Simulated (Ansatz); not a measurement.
# Ge: the cost of one run

Computed with Ansatz 0.2.0 (DFT PBE, scalar-relativistic, plane waves, PAW, unless a step's input says otherwise).

## Step 1: The system as given

The structure is hexagonal, space group P6_3/mmc (No. 194). The conventional cell has a = 3.998 Å, b = 3.998 Å, c = 6.599 Å, α = 90.00°, β = 90.00°, γ = 120.00°. Around Ge (site symmetry 3m) lie 4 Ge at 2.45 to 2.47 Å.

Structure file:

```
CELL_PARAMETERS angstrom
-5.99638 3.46201 6.59938
5.99638 -3.46201 6.59938
5.99638 10.38603 -6.59938
ATOMIC_POSITIONS crystal
Ge 0.69812 0.36478 0.00000
Ge 0.19812 0.86478 0.00000
Ge 0.03145 0.19812 0.16667
Ge 0.53145 0.69812 0.16667
Ge 0.36478 0.03145 0.33333
Ge 0.86478 0.53145 0.33333
Ge 0.69812 0.86478 0.50000
Ge 0.19812 0.36478 0.50000
Ge 0.03145 0.69812 0.66667
Ge 0.53145 0.19812 0.66667
Ge 0.36478 0.53145 0.83333
Ge 0.86478 0.03145 0.83333
Ge 0.11478 0.44812 0.00000
Ge 0.61478 0.94812 0.00000
Ge 0.44812 0.28145 0.16667
Ge 0.94812 0.78145 0.16667
Ge 0.78145 0.11478 0.33333
Ge 0.28145 0.61478 0.33333
Ge 0.11478 0.94812 0.50000
Ge 0.61478 0.44812 0.50000
Ge 0.44812 0.78145 0.66667
Ge 0.94812 0.28145 0.66667
Ge 0.78145 0.61478 0.83333
Ge 0.28145 0.11478 0.83333
Ge 0.38522 0.05188 0.00000
Ge 0.88522 0.55188 0.00000
Ge 0.71855 0.88522 0.16667
Ge 0.21855 0.38522 0.16667
Ge 0.05188 0.71855 0.33333
Ge 0.55188 0.21855 0.33333
Ge 0.38522 0.55188 0.50000
Ge 0.88522 0.05188 0.50000
Ge 0.71855 0.38522 0.66667
Ge 0.21855 0.88522 0.66667
Ge 0.05188 0.21855 0.83333
Ge 0.55188 0.71855 0.83333
Ge 0.80188 0.13522 0.00000
Ge 0.30188 0.63522 0.00000
Ge 0.13522 0.96855 0.16667
Ge 0.63522 0.46855 0.16667
Ge 0.46855 0.80188 0.33333
Ge 0.96855 0.30188 0.33333
Ge 0.80188 0.63522 0.50000
Ge 0.30188 0.13522 0.50000
Ge 0.13522 0.46855 0.66667
Ge 0.63522 0.96855 0.66667
Ge 0.46855 0.30188 0.83333
Ge 0.96855 0.80188 0.83333
```

The runs take a perfect supercell of 48 atoms; the defect goes to fractional position (0.698, 0.365, 0.000).

## Step 2: The perfect supercell

File input.yaml:

```yaml
crystal:
  lattice:
    - [-5.996379, 3.462011, 6.599378]
    - [5.996379, -3.462011, 6.599378]
    - [5.996379, 10.386033, -6.599378]
  atoms:
    - { symbol: Ge, position: [0.698117, 0.364784, 0.0] }
    - { symbol: Ge, position: [0.198117, 0.864784, 0.0] }
    - { symbol: Ge, position: [0.03145, 0.198117, 0.166667] }
    - { symbol: Ge, position: [0.53145, 0.698117, 0.166667] }
    - { symbol: Ge, position: [0.364784, 0.031451, 0.333333] }
    - { symbol: Ge, position: [0.864784, 0.531451, 0.333333] }
    - { symbol: Ge, position: [0.698117, 0.864784, 0.5] }
    - { symbol: Ge, position: [0.198117, 0.364784, 0.5] }
    - { symbol: Ge, position: [0.03145, 0.698117, 0.666667] }
    - { symbol: Ge, position: [0.53145, 0.198117, 0.666667] }
    - { symbol: Ge, position: [0.364784, 0.531451, 0.833333] }
    - { symbol: Ge, position: [0.864784, 0.031451, 0.833333] }
    - { symbol: Ge, position: [0.114784, 0.448117, 0.0] }
    - { symbol: Ge, position: [0.614784, 0.948117, 0.0] }
    - { symbol: Ge, position: [0.448117, 0.28145, 0.166667] }
    - { symbol: Ge, position: [0.948117, 0.78145, 0.166667] }
    - { symbol: Ge, position: [0.781451, 0.114784, 0.333333] }
    - { symbol: Ge, position: [0.281451, 0.614784, 0.333333] }
    - { symbol: Ge, position: [0.114784, 0.948117, 0.5] }
    - { symbol: Ge, position: [0.614784, 0.448117, 0.5] }
    - { symbol: Ge, position: [0.448117, 0.78145, 0.666667] }
    - { symbol: Ge, position: [0.948117, 0.28145, 0.666667] }
    - { symbol: Ge, position: [0.781451, 0.614784, 0.833333] }
    - { symbol: Ge, position: [0.281451, 0.114784, 0.833333] }
    - { symbol: Ge, position: [0.385216, 0.051883, 0.0] }
    - { symbol: Ge, position: [0.885216, 0.551883, 0.0] }
    - { symbol: Ge, position: [0.718549, 0.885216, 0.166667] }
    - { symbol: Ge, position: [0.218549, 0.385216, 0.166667] }
    - { symbol: Ge, position: [0.051883, 0.71855, 0.333333] }
    - { symbol: Ge, position: [0.551883, 0.21855, 0.333333] }
    - { symbol: Ge, position: [0.385216, 0.551883, 0.5] }
    - { symbol: Ge, position: [0.885216, 0.051883, 0.5] }
    - { symbol: Ge, position: [0.718549, 0.385216, 0.666667] }
    - { symbol: Ge, position: [0.218549, 0.885216, 0.666667] }
    - { symbol: Ge, position: [0.051883, 0.21855, 0.833333] }
    - { symbol: Ge, position: [0.551883, 0.71855, 0.833333] }
    - { symbol: Ge, position: [0.801883, 0.135216, 0.0] }
    - { symbol: Ge, position: [0.301883, 0.635216, 0.0] }
    - { symbol: Ge, position: [0.135216, 0.968549, 0.166667] }
    - { symbol: Ge, position: [0.635216, 0.468549, 0.166667] }
    - { symbol: Ge, position: [0.46855, 0.801883, 0.333333] }
    - { symbol: Ge, position: [0.96855, 0.301883, 0.333333] }
    - { symbol: Ge, position: [0.801883, 0.635216, 0.5] }
    - { symbol: Ge, position: [0.301883, 0.135216, 0.5] }
    - { symbol: Ge, position: [0.135216, 0.468549, 0.666667] }
    - { symbol: Ge, position: [0.635216, 0.968549, 0.666667] }
    - { symbol: Ge, position: [0.46855, 0.301883, 0.833333] }
    - { symbol: Ge, position: [0.96855, 0.801883, 0.833333] }
basis:
  ecutwfc: 420
  fft_grid_basis: typed
kpoints:
  mp_grid: { grid: [2, 2, 2] }
hamiltonian:
  xc: pbe
  pseudopotentials: { kind: paw }
scf:
  occupations: { method: gaussian, width: 0.05 }
output:
  forces: true
  stress: false
  eigenvalues: true
  bader: false
  write_density: true
  volumetric_format: npy
```

Run with:

```sh
> ansatz run input.yaml --threads 8 --pin off --max-ram 16384MiB --backend cpu --events-out ev --progress --plain --runs-dir out
```

What time and memory should one allow on 8 threads of Arm Neoverse V2, shared host?

About 22 s, with a peak of 8.9 GiB.
